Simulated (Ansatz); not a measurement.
All numbers below come from DFT PBE, scalar-relativistic, plane waves, PAW (Ansatz 0.2.0). Settings: cutoff 420 eV, Γ-centred meshes spaced at most about 0.3 Å⁻¹, and about 0.25 Å⁻¹ or finer for metals (2π included), Gaussian smearing. No spin polarisation in the final relaxations.

All energies are static (0 K, no zero-point motion). All come from trial cells, and lower structures may exist.

Task: Which of these relaxed structures of Ca4B3 is the lowest in energy?
1.

Space group P4mm (No. 99). a = 4.402 Å, b = 4.402 Å, c = 8.266 Å, α = 90.00°, β = 90.00°, γ = 90.00°
| atom | site | symmetry | x | y | z |
| --- | --- | --- | --- | --- | --- |
| Ca | 1b | 4mm | 0.5000 | 0.5000 | 0.3391 |
| Ca | 1a | 4mm | 0.0000 | 0.0000 | 0.0728 |
| Ca | 2c | 2mm. | 0.5000 | 0.0000 | 0.7430 |
| B | 1b | 4mm | 0.5000 | 0.5000 | 0.9567 |
| B | 1a | 4mm | 0.0000 | 0.0000 | 0.5740 |
| B | 1a | 4mm | 0.0000 | 0.0000 | 0.3886 |

2.

Space group P1 (No. 1). a = 4.520 Å, b = 5.227 Å, c = 7.139 Å, α = 107.14°, β = 97.72°, γ = 90.55°
| atom | site | symmetry | x | y | z |
| --- | --- | --- | --- | --- | --- |
| Ca | 1a | 1 | 0.5906 | 0.5011 | 0.2886 |
| Ca | 1a | 1 | 0.1094 | 0.9153 | 0.1701 |
| Ca | 1a | 1 | 0.0290 | 0.4821 | 0.7083 |
| Ca | 1a | 1 | 0.5204 | 0.0289 | 0.7640 |
| B | 1a | 1 | 0.5698 | 0.6161 | 0.9417 |
| B | 1a | 1 | 0.9594 | 0.9037 | 0.5233 |
| B | 1a | 1 | 0.7215 | 0.0528 | 0.4213 |

Result: 2. It has space group P1 (No. 1); the next, 1, with space group P4mm (No. 99), lies 95 meV/atom higher. Counting B atoms around Ca (those within 1.25 times the shortest such distance or 1.15 times the sum of covalent radii, 1.27 where that leaves under three; a plus sign parts nearer from farther groups; the shortest distance is added where it exceeds 1.18 times the sum of covalent radii; a slash parts the counts of unlike sites), the lowest has Ca 4/5 and the next has Ca 4/1+4/5+4 from 3.1 Å. The lowest and the next both hold B–B pairs. Even the lowest lies +0.32 eV/atom against the elements.

A magnetic state wasn't ruled out in cells without spin, among them P1, P4mm. Cells relaxed within their symmetry can be saddle points. The P1 cell of Ca4B3 came from shaking the P4mm one. Some candidate types were left out of the draw beforehand, so a known form may be missing.
